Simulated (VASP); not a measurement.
All values below come from optB86b-vdW, VASP's PBE PAW potentials (set 64) (plane waves; VASP).

The input files of a VASP run:

File POSCAR:
```
CsCl
1.0
  4.1707346818   0.0000000000   0.0000000000
  0.0000000000   4.1707346818   0.0000000000
  0.0000000000   0.0000000000   4.1707346818
Cs Cl
1 1
direct
  0.0000000000   0.0000000000   0.0000000000
  0.5000000000   0.5000000000   0.5000000000
```

**INCAR**
```
! general
SYSTEM   = CsCl
PREC     = Accurate
ENCUT    = 520   ! plane-wave cut-off (eV)
LREAL    = .FALSE.
LASPH    = .TRUE.

! electronic loop
EDIFF    = 1E-7   ! SCF stop (eV)
NELM     = 100
ALGO     = Normal   ! blocked Davidson
LMAXMIX  = 4   ! l cut-off of mixed one-centre charges

! smearing
ISMEAR   = 0   ! Gaussian
SIGMA    = 0.05

! functional
GGA      = MK
LUSE_VDW = .TRUE.
AGGAC    = 0.0
PARAM1   = 0.1234
PARAM2   = 1.0

! ions
ISIF     = 2   ! forces and stress, cell fixed

! output
LWAVE    = .FALSE.
LCHARG   = .FALSE.
```

File KPOINTS:
```
Automatic mesh
0
Gamma
7 7 7
0 0 0
```

POTCAR, in this order: Cs_sv Cl (PBE.64 set). Program: vasp_std.

The resulting files:

OSZICAR:
```
       N       E                     dE             d eps       ncg     rms          rms(c)
DAV:   1     0.106699208513E+03    0.10670E+03   -0.69296E+03   480   0.115E+03
DAV:   2     0.522588194146E+01   -0.10147E+03   -0.93840E+02   732   0.190E+02
DAV:   3    -0.260767781593E+01   -0.78336E+01   -0.78094E+01   576   0.611E+01
DAV:   4    -0.268924768530E+01   -0.81570E-01   -0.81532E-01   584   0.773E+00
DAV:   5    -0.269041313927E+01   -0.11655E-02   -0.11653E-02   608   0.918E-01    0.222E+00
DAV:   6    -0.232707355466E+01    0.36334E+00   -0.63572E-01   540   0.445E+00    0.165E+00
DAV:   7    -0.228206895543E+01    0.45005E-01   -0.19231E-01   644   0.246E+00    0.968E-01
DAV:   8    -0.228177730435E+01    0.29165E-03   -0.16331E-02   560   0.100E+00    0.143E-01
DAV:   9    -0.228220504126E+01   -0.42774E-03   -0.36007E-03   648   0.388E-01    0.115E-01
DAV:  10    -0.228235609580E+01   -0.15105E-03   -0.37541E-04   576   0.161E-01    0.149E-02
DAV:  11    -0.228237223258E+01   -0.16137E-04   -0.27931E-05   616   0.424E-02    0.605E-03
DAV:  12    -0.228237277922E+01   -0.54664E-06   -0.96202E-06   584   0.202E-02    0.265E-03
DAV:  13    -0.228237263139E+01    0.14783E-06   -0.39272E-07   604   0.471E-03    0.126E-03
DAV:  14    -0.228237263989E+01   -0.85000E-08   -0.24491E-07   480   0.291E-03
   1 F= -.22823726E+01 E0= -.22823726E+01  d E =-.173778E-10
```

**OUTCAR**
```
------------------------ aborting loop because EDIFF is reached ----------------------------------------
  FORCE on cell =-STRESS in cart. coord.  units (eV):
  Direction    XX          YY          ZZ          XY          YZ          ZX
  --------------------------------------------------------------------------------------
  Total       -0.4557165     -0.4557165     -0.4557165     -0.0000000      0.0000000      0.0000000
  in kB      -10.0639300    -10.0639300    -10.0639300     -0.0000000      0.0000000      0.0000000
  external PRESSURE =     -10.0639300 kB  Pullay stress =       0.0000000 kB
  volume of cell :       72.55
      direct lattice vectors                 reciprocal lattice vectors
     4.170734682  0.000000000  0.000000000     0.239765911  0.000000000  0.000000000
     0.000000000  4.170734682  0.000000000     0.000000000  0.239765911  0.000000000
     0.000000000  0.000000000  4.170734682     0.000000000  0.000000000  0.239765911
 POSITION                                       TOTAL-FORCE (eV/Angst)
 -----------------------------------------------------------------------------------
      0.00000      0.00000      0.00000         0.000000      0.000000      0.000000
      2.08537      2.08537      2.08537         0.000000      0.000000      0.000000
 -----------------------------------------------------------------------------------
    total drift:                                0.000000      0.000000     -0.000000
  FREE ENERGIE OF THE ION-ELECTRON SYSTEM (eV)
  ---------------------------------------------------
  free  energy   TOTEN  =        -2.2823726399 eV

  energy  without entropy=       -2.2823726399  energy(sigma->0) =       -2.28237264
```
(Selected blocks of OUTCAR.)

The compound is CsCl in the CsCl type structure. This cell is one point of a volume scan, at 1.06 of the reference volume.
